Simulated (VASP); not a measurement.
# Cu3N (Pm-3m) in VASP: further runs

The runs below take Cu3N through single point, relaxation of cell and atoms, with PBE, PBEsol.

Everything below comes from runs of VASP 6.6.1. Logs are shortened: lines on timing, memory, paths and dates and some standing lists are left out, and cuts for length are marked.

## 1. The structure

The structure is cubic, space group Pm-3m (No. 221). The conventional cell has a = 3.829 Å, b = 3.829 Å, c = 3.829 Å, α = 90.00°, β = 90.00°, γ = 90.00°. Around Cu (site symmetry 4/mmm) lie 2 N at 1.91 Å. N (site symmetry m-3m) is surrounded by 6 Cu at 1.91 Å.

## 2. Single point, PBE

Input file INCAR:

```
SYSTEM = Cu3N
ALGO = Normal
EDIFF = 1E-6
ENCUT = 520
GGA = PE
ISIF = 2
ISMEAR = -1
LASPH = .TRUE.
LCHARG = .TRUE.
LELF = .TRUE.
LREAL = .FALSE.
LVHAR = .TRUE.
LWAVE = .FALSE.
NBANDS = 27
NELM = 100
PREC = Accurate
SIGMA = 0.02
```

Input file KPOINTS:

```
k-points
0
G
  6 6 6
  0 0 0
```

Input file POSCAR:

```
Cu3N
1.0
    3.8288425827      0.0000000000      0.0000000000
    0.0000000000      3.8288425827      0.0000000000
    0.0000000000      0.0000000000      3.8288425827
Cu N
3 1
Direct
    0.5000000000      0.0000000000      0.0000000000
    0.0000000000      0.5000000000      0.0000000000
    0.0000000000      0.0000000000      0.5000000000
    0.0000000000      0.0000000000      0.0000000000
```

Potentials or basis: VASP PAW PBE potentials, release 64 (Cu, N).

Launch:

```sh
$ cat potpaw_PBE.64/Cu/POTCAR potpaw_PBE.64/N/POTCAR > POTCAR
$ mpirun -np 1 vasp_std > vasp.out
```

OUTCAR:

```text
SYSTEM = Cu3N
   EDIFF = 1E-6
   ENCUT = 520
   GGA = PE
   ISIF = 2
   ISMEAR = -1
   LASPH = .TRUE.
   LREAL = .FALSE.
   NELM = 100
   PREC = Accurate

 ion  position               nearest neighbor table
   1  0.500  0.000  0.000-   4 1.91   4 1.91   2 2.71   3 2.71   2 2.71   2 2.71   3 2.71   3 2.71
                             3 2.71   2 2.71
   2  0.000  0.500  0.000-   4 1.91   4 1.91   1 2.71   3 2.71   1 2.71   3 2.71   3 2.71   3 2.71
                             1 2.71   1 2.71
   3  0.000  0.000  0.500-   4 1.91   4 1.91   1 2.71   1 2.71   2 2.71   2 2.71   2 2.71   2 2.71
                             1 2.71   1 2.71
   4  0.000  0.000  0.000-   1 1.91   2 1.91   3 1.91   3 1.91   2 1.91   1 1.91

  LATTYP: Found a simple cubic cell.
 ALAT       =     3.8288425827

  Lattice vectors:

 A1 = (   3.8288425827,   0.0000000000,   0.0000000000)
 A2 = (   0.0000000000,   3.8288425827,   0.0000000000)
 A3 = (   0.0000000000,   0.0000000000,   3.8288425827)

Analysis of symmetry for initial positions (statically):
=====================================================================
 Subroutine PRICEL returns:
 Original cell was already a primitive cell.

 Routine SETGRP: Setting up the symmetry group for a
 simple cubic supercell.

 Subroutine GETGRP returns: Found 48 space group operations
 (whereof 48 operations were pure point group operations)
 out of a pool of 48 trial point group operations.

The static configuration has the point symmetry O_h .

Analysis of symmetry for dynamics (positions and initial velocities):
=====================================================================
 Subroutine PRICEL returns:
 Original cell was already a primitive cell.

 Routine SETGRP: Setting up the symmetry group for a
 simple cubic supercell.

 Subroutine GETGRP returns: Found 48 space group operations
 (whereof 48 operations were pure point group operations)
 out of a pool of 48 trial point group operations.

The dynamic configuration has the point symmetry O_h .

 Subroutine INISYM returns: Found 48 space group operations
 (whereof 48 operations are pure point group operations),
 and found     1 'primitive' translations

----------------------------------------------------------------------------------------

                                     Primitive cell

  volume of cell :      56.1310

  direct lattice vectors                    reciprocal lattice vectors
     3.828842583  0.000000000  0.000000000     0.261175532  0.000000000  0.000000000
[... 79 lines left out ...]
   ISPIN  =      1    spin polarized calculation?
   LNONCOLLINEAR =      F non collinear calculations
   LSORBIT =      F    spin-orbit coupling
   LASPH  =      T    aspherical Exc in radial PAW
   ENCUT  =  520.0 eV  38.22 Ry    6.18 a.u.   7.12  7.12  7.12*2*pi/ulx,y,z
   NELM   =    100;   NELMIN=  2; NELMDL= -5     # of ELM steps
   EDIFF  = 0.1E-05   stopping-criterion for ELM
[... 8 lines left out ...]
   TEBEG  =    0.0;   TEEND  =   0.0 temperature during run
   PSTRESS=    0.0 pullay stress
   NELECT =      38.0000    total number of electrons
   NUPDOWN=      -1.0000    fix difference up-down
   EMIN   =  10.00;   EMAX   =-10.00  energy-range for DOS
   EFERMI =   0.00;   METHOD = LEGACY
   ISMEAR =    -1;   SIGMA  =   0.02  broadening in eV -4-tet -1-fermi 0-gaus
   EFERMI_NEDOS =   21; number of points for ismear=-14 and -15
   IALGO  =     38    algorithm
   IMIX   =      4    mixing-type and parameters
     AMIX     =   0.40;   BMIX     =  1.00
     AMIX_MAG =   1.60;   BMIX_MAG =  1.00
  volume/ion in A,a.u.               =      14.03        94.70
  Fermi-wavevector in a.u.,A,eV,Ry     =   1.437480  2.716444 28.114387  2.066349
  Thomas-Fermi vector in A             =   2.556553
   LORBIT       =      0    0 simple, 1 ext, 2 COOP (PROOUT), +10 PAW based schemes
   GGA     = PE    functional components
   LHFCALC =     F    Hartree Fock is set to
   AEXX    =    0.0000 exact exchange contribution
   IVDW    =     0    specifies the selected vdW correction
   LEPSILON=     F    determine dielectric tensor
   LRPA    =     F    only Hartree local field effects (RPA)
 non-spin polarized calculation
  energy-cutoff  :      520.00
  volume of cell :       56.13
 maximum number of plane-waves:      1532
   NGX = 15   NGY = 15   NGZ = 15

 number of electron      37.9999892 magnetization

 Free energy of the ion-electron system (eV)
  ---------------------------------------------------
  ext. energy  EPLUGINS =         0.00000000
  ---------------------------------------------------
  free energy    TOTEN  =       -18.38191978 eV

  energy without entropy =      -18.38190178  energy(sigma->0) =      -18.38191078

 E-fermi :   4.9173     XC(G=0): -10.7286

 val. band max:        4.7955442472   @ k =   0.5000   0.5000   0.5000
 cond. band min:       5.0390808064   @ k =   0.5000   0.5000   0.0000
 fundamental gap:      0.2435365592
 Fermi energy:         4.9173061329

 k-point     1 :       0.0000    0.0000    0.0000
  band No.  band energies     occupation
      1     -11.9129      2.00000
      2      -0.3638      2.00000
      3       0.1063      2.00000
      4       0.1063      2.00000
      5       0.1063      2.00000
      6       1.0119      2.00000
[... 589 lines left out ...]
     26      12.7386      0.00000
     27      15.3931      0.00000

------------------------ aborting loop because EDIFF is reached ----------------------------------------

  FORCE on cell =-STRESS in cart. coord.  units (eV):
  Direction    XX          YY          ZZ          XY          YZ          ZX
  --------------------------------------------------------------------------------------
  -------------------------------------------------------------------------------------
  Total        0.2528992      0.2528992      0.2528992      0.0000000      0.0000000     -0.0000000
  in kB        7.2186421      7.2186421      7.2186421      0.0000000      0.0000000     -0.0000000
  external PRESSURE =       7.2186421 kB  Pullay stress =       0.0000000 kB

 VOLUME and BASIS-vectors are now :
 -----------------------------------------------------------------------------
  energy-cutoff  :      520.00
  volume of cell :       56.13
      direct lattice vectors                 reciprocal lattice vectors
     3.828842583  0.000000000  0.000000000     0.261175532  0.000000000  0.000000000
     0.000000000  3.828842583  0.000000000     0.000000000  0.261175532  0.000000000
     0.000000000  0.000000000  3.828842583     0.000000000  0.000000000  0.261175532

 POSITION                                       TOTAL-FORCE (eV/Angst)
 -----------------------------------------------------------------------------------
      1.91442      0.00000      0.00000         0.000000      0.000000      0.000000
      0.00000      1.91442      0.00000         0.000000      0.000000      0.000000
      0.00000      0.00000      1.91442         0.000000      0.000000      0.000000
      0.00000      0.00000      0.00000         0.000000      0.000000      0.000000
 -----------------------------------------------------------------------------------
    total drift:                               -0.000000      0.000000     -0.000000

  FREE ENERGIE OF THE ION-ELECTRON SYSTEM (eV)
  ---------------------------------------------------
  free  energy   TOTEN  =       -18.3819197809 eV

  energy  without entropy=      -18.3819017818  energy(sigma->0) =      -18.38191078
```

OSZICAR:

```text
N       E                     dE             d eps       ncg     rms          rms(c)
DAV:   1     0.295847316094E+03    0.29585E+03   -0.17420E+04  1088   0.219E+03
DAV:   2     0.123399736861E+02   -0.28351E+03   -0.26983E+03  1086   0.364E+02
DAV:   3    -0.215487894160E+02   -0.33889E+02   -0.32262E+02  1404   0.156E+02
DAV:   4    -0.229415530625E+02   -0.13928E+01   -0.13759E+01  1487   0.347E+01
DAV:   5    -0.229549489540E+02   -0.13396E-01   -0.13390E-01  1437   0.332E+00    0.157E+01
DAV:   6    -0.208467638289E+02    0.21082E+01   -0.37349E+01  1425   0.133E+02    0.103E+01
DAV:   7    -0.183848721286E+02    0.24619E+01   -0.96606E+00  1312   0.753E+01    0.252E+00
DAV:   8    -0.184067489601E+02   -0.21877E-01   -0.68857E-01  1349   0.593E+00    0.141E+00
DAV:   9    -0.183833261201E+02    0.23423E-01   -0.39153E-02  1419   0.264E+00    0.319E-01
DAV:  10    -0.183821685207E+02    0.11576E-02   -0.10461E-02  1461   0.156E+00    0.142E-01
DAV:  11    -0.183820150697E+02    0.15345E-03   -0.20756E-03  1571   0.709E-01    0.722E-02
DAV:  12    -0.183819150602E+02    0.10001E-03   -0.47885E-04  1624   0.225E-01    0.146E-02
DAV:  13    -0.183819198512E+02   -0.47910E-05   -0.56001E-05  1289   0.627E-02    0.110E-02
DAV:  14    -0.183819197809E+02    0.70278E-07   -0.56627E-06  1162   0.234E-02
   1 F= -.18381920E+02 E0= -.18381911E+02  d E =-.179992E-04
```

Run time: 13 s. Hardware: 1 thread of Intel Xeon 6975P-C (Granite Rapids), shared host; peak memory 0.16 GiB.

What came out:

```
Free energy            : -18.3819 eV
Pressure               : 0.7 GPa
Band gap on the k mesh : 0.24 eV, indirect (least direct gap 0.79 eV)
```

Levels at points of the mesh, in eV from the valence-band top:
```
           k point  band 17  band 18  band 19  band 20  band 21  band 22
(0.00, 0.00, 0.00)    -1.79    -1.79    -1.75     0.97     5.24     5.24
(0.50, 0.00, 0.00)    -1.79    -1.38    -1.38     1.54     3.32     6.70
(0.50, 0.50, 0.00)    -1.05    -1.05    -0.67     0.24     3.52     4.81
(0.50, 0.50, 0.50)     0.00     0.00     0.00     0.86     0.86     0.86
```

A k mesh can miss the band edges. As with any semilocal functional, this PBE gap is likely too small.

## 3. Single point, PBEsol

This run uses another cell than the first one, of 13.36 Å³/atom, 0.952 times its volume.

Input file INCAR:

```
ALGO = Fast ; EDIFF = 1E-6
ENCUT = 520 ; GGA = PS
ISIF = 2 ; ISMEAR = -1
LASPH = T ; LCHARG = F
LREAL = F ; LWAVE = F
NBANDS = 27 ; NELM = 100
PREC = Accurate ; SIGMA = 0.02
```

Input file KPOINTS:

```
k-points
0
Gamma
  6 6 6
```

Input file POSCAR:

```
Cu3N
1.0
    3.7663919447      0.0000000000      0.0000000000
    0.0000000000      3.7663919447      0.0000000000
    0.0000000000      0.0000000000      3.7663919447
Cu N
3 1
Direct
    0.5000000000      0.0000000000      0.0000000000
    0.0000000000      0.5000000000      0.0000000000
    0.0000000000      0.0000000000      0.5000000000
    0.0000000000      0.0000000000      0.0000000000
```

Potentials or basis: VASP PAW PBE potentials, release 64 (Cu, N).

Launch:

```sh
$ cat potpaw_PBE.64/Cu/POTCAR potpaw_PBE.64/N/POTCAR > POTCAR
$ mpirun -np 1 vasp_std > vasp.out
```

Wall time 15 s (1 thread of Intel Xeon 6975P-C (Granite Rapids), shared host); peak memory 0.15 GiB.

The run converged. Its results:

* Free energy: -20.4270 eV
* Pressure: 0.5 GPa
* Band gap on the k mesh: 0.03 eV, indirect (least direct gap 0.58 eV)

Levels at points of the mesh, in eV from the valence-band top:
```tsv
k point	band 16	band 17	band 18	band 19	band 20	band 21	band 22	band 23
(0.00, 0.00, 0.00)	-1.92	-1.92	-1.92	-1.87	1.09	5.39	5.39	6.62
(0.50, 0.00, 0.00)	-2.29	-1.92	-1.49	-1.49	1.65	3.34	6.96	7.24
(0.50, 0.50, 0.00)	-2.24	-1.13	-1.13	-0.73	0.03	3.68	4.90	4.90
(0.50, 0.50, 0.50)	-1.96	0.00	0.00	0.00	0.64	0.64	0.64	6.05
```

Caveat: the PAW data sets were made with another functional, which shifts forces and pressure a little. A hybrid or GW would open this gap; PBEsol tends to underestimate it.

## 4. Relaxation of cell and atoms, PBEsol

Input file INCAR:

```
PREC = Accurate
ENCUT = 600
EDIFF = 1E-6
ISMEAR = -1
SIGMA = 0.02
LREAL = F
LASPH = T
NELM = 100
ALGO = Fast
ISIF = 3
LWAVE = F
LCHARG = F
GGA = PS
IBRION = 2
NSW = 80
EDIFFG = -0.005
```

Input file KPOINTS:

```
regular mesh
0
Gamma
  6 6 6
```

Input file POSCAR:

```
Cu3N
1.0
    3.8288425827      0.0000000000      0.0000000000
    0.0000000000      3.8288425827      0.0000000000
    0.0000000000      0.0000000000      3.8288425827
Cu N
3 1
Direct
    0.5000000000      0.0000000000      0.0000000000
    0.0000000000      0.5000000000      0.0000000000
    0.0000000000      0.0000000000      0.5000000000
    0.0000000000      0.0000000000      0.0000000000
```

Launch:

```sh
$ cat potpaw_PBE.64/Cu/POTCAR potpaw_PBE.64/N/POTCAR > POTCAR
$ mpirun -np 1 vasp_std > vasp.out
```

It took 50 s on 1 thread of Intel Xeon 6975P-C (Granite Rapids), shared host; peak memory 0.19 GiB.

Results (log left out):

```yaml
Free_energy: -20.4318 eV
Relaxed_volume: 13.43 Å³/atom
Relaxed_cell: a = 3.773 Å, b = 3.773 Å, c = 3.773 Å, α = 90.00°, β = 90.00°, γ = 90.00°
Space_group_after_relaxing_to_0.05_Å: Pm-3m (No. 221)
Energy_gained_by_relaxing: 10.6 meV/atom
Ionic_steps: 5
Pressure_after_relaxing: 0.0 GPa
Band_gap_on_the_k_mesh: 0.05 eV, indirect (least direct gap 0.60 eV)
```

Step by step:
```
step  energy change (eV)  largest force (eV/Å)  pressure (GPa)  volume (Å³)
   1              0.0000                0.0000           -5.34        56.13
   2             -0.0303                0.0000            3.32        52.42
   3             -0.0425                0.0000            0.32        53.67
   4             -0.0424                0.0000           -0.53        53.80
   5             -0.0425                0.0000            0.02        53.72
```

Final structure:
```
CELL_PARAMETERS angstrom
3.77313 0.00000 0.00000
0.00000 3.77313 0.00000
0.00000 0.00000 3.77313
ATOMIC_POSITIONS crystal
Cu 0.50000 0.00000 0.00000
Cu 0.00000 0.50000 0.00000
Cu 0.00000 0.00000 0.50000
N 0.00000 0.00000 0.00000
```

Levels at points of the mesh, in eV from the valence-band top:
| k point | band 17 | band 18 | band 19 | band 20 | band 21 | band 22 |
| --- | --- | --- | --- | --- | --- | --- |
| (0.00, 0.00, 0.00) | -1.90 | -1.90 | -1.86 | 1.08 | 5.37 | 5.37 |
| (0.50, 0.00, 0.00) | -1.90 | -1.48 | -1.48 | 1.64 | 3.33 | 6.93 |
| (0.50, 0.50, 0.00) | -1.12 | -1.12 | -0.72 | 0.05 | 3.66 | 4.88 |
| (0.50, 0.50, 0.50) | 0.00 | 0.00 | 0.00 | 0.66 | 0.66 | 0.66 |

Caveat: the PAW data sets were made with another functional, which shifts forces and pressure a little. A k mesh can miss the band edges.

## 5. The runs side by side

```csv
task,level,cell,cutoff (eV),gap on the mesh (eV),pressure (GPa)
single point,PBE,"Pm-3m, 14.03 Å³/atom",520,0.24,0.7
single point,PBEsol,"Pm-3m, 13.36 Å³/atom",520,0.03,0.5
relaxation of cell and atoms,PBEsol,relaxed,600,0.05,0.0
```

Alike in all rows: potentials or basis VASP PAW PBE potentials, release 64 (Cu, N); no spin polarisation; k mesh 6 × 6 × 6; smearing fermi-dirac 0.02 eV.

Caveats: the PAW data sets were made with another functional, which shifts forces and pressure a little (some runs).

Absolute energies hang on the potentials; compare differences alone.
